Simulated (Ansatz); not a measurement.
Te2Pt (1T monolayer), computed twice by G0W0.

The cell holds 3 atoms: 1 Pt and 2 Te. Its edges and angles: a = 3.930 Å, b = 3.930 Å, c = 28.800 Å, α = 90.0°, β = 90.0°, γ = 120.0°. Vacuum lies along c.

```
Pt Te
1.0
     3.92983    0.00000    0.00000
    -1.96491    3.40333    0.00000
     0.00000    0.00000   28.80000
Pt Te
1 2
Direct
  0.00000 0.00000 0.50000
  0.33333 0.66667 0.54836
  0.66667 0.33333 0.45164
```

The structure was relaxed with PBEsol-D3(BJ). The runs that relaxed it are not among those shown. Spin-orbit coupling is left out unless a run names it.

The first (Ansatz 0.2.0; start PBEsol, 6×6×1 mesh, 458 empty bands, screening to 65 eV, PAW set soft_1 files; 4 threads of Arm Neoverse V1, shared host) gave, on its mesh: starting gap 0.91 eV, G0W0 gap 1.45 eV, mean of 1 + 4πα/V (set by the cell height) 4.87, 2.7 min.

**Question.** The second changes empty bands from 458 to 188 and screening cutoff (eV) from 65.0 to 36. What does it give?

It gave: starting gap 0.91 eV, G0W0 gap 1.33 eV, mean of 1 + 4πα/V (set by the cell height) 4.95, 41 s. The G0W0 gap moves by −0.12 eV, +0.00 eV from the start and −0.12 eV from the correction. Σc changes by +0.35 eV at the valence top and +0.22 eV at the conduction bottom, and Σx − Vxc between them by +0.00 eV.

Limits: not at the basis limit; coarse mesh for a sheet; no spin polarisation; d states lean on the start; no spin-orbit coupling.

[Paths, hosts, dates, memory and timing lines, banners, echoed tables and standing remarks are left out of the program output.]

[Logs are printed without paths, hosts, clocks, repeated set-up lines and the standing remarks that a program may print on its own settings, such as how far it seeks lower states.]

[Runs of the session that timed out or met a known fault of the program may be left out.]

[Cells called generated may have been cut or substituted from an entry of the Crystallography Open Database or the Materials Project.]

[Hosts, paths, dates, database ids (printed as entryN), source tags and the programs' standing remarks are cut or masked in the printed files.]
